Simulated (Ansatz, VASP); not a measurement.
# Yb: VASP beside Ansatz

Contents of INCAR:

```
PREC = Accurate
ENCUT = 520
EDIFF = 1E-6
ISMEAR = -1
SIGMA = 0.05
LREAL = F
LASPH = T
NELM = 80
ALGO = Fast
ISIF = 2
LWAVE = F
LCHARG = F
GGA = PS
NBANDS = 18
```

KPOINTS

```
Automatic mesh
0
Gamma
  12 12 12
```

Contents of POSCAR:

```
Yb
1.0
   -2.1079364751      2.1079364751      2.1079364751
    2.1079364751     -2.1079364751      2.1079364751
    2.1079364751      2.1079364751     -2.1079364751
Yb
1
Direct
    0.0000000000      0.0000000000      0.0000000000
```

Input for Ansatz:

```yaml
crystal:
  lattice:
    - [-2.1079364751, 2.1079364751, 2.1079364751]
    - [2.1079364751, -2.1079364751, 2.1079364751]
    - [2.1079364751, 2.1079364751, -2.1079364751]
  atoms:
    - { symbol: Yb, position: [0.0, 0.0, 0.0] }
kpoints:
  mp_grid: { grid: [12, 12, 12] }
scf:
  occupations: { method: fermi_dirac, width: 0.05 }
hamiltonian:
  xc: pbesol
  pseudopotentials: { kind: all_electron, lapw: { basis_error: 0.001 } }
output:
  forces: true
  stress: true
  eigenvalues: true
```

Change from the starting cell: volume scaled by 0.9405.

Alike in both runs: task single point; functional PBEsol; k mesh 12 × 12 × 12; occupations fermi-dirac, width 0.05 eV; no spin polarisation.

|  | VASP | Ansatz |
| --- | --- | --- |
| version | VASP 6.6.1 | Ansatz 0.2.0 |
| potentials or method | VASP PAW PBE potentials, release 64 (Yb) | all-electron LAPW, scalar-relativistic |
| plane-wave cutoff (eV) | 520 | see its input |

```csv
,VASP,Ansatz,Ansatz less VASP
pressure (GPa),-3.0,-2.8,+0.21
```

Ansatz ran all-electron here, so the differences hold the error of VASP's frozen core and of both bases.

Caveats: the PAW data sets were made with another functional, which shifts forces and pressure a little (VASP). Spin-orbit coupling is left out, which matters for the levels of Yb. Spin polarisation is off, so any magnetic state and its effect on volume and gap are missing.
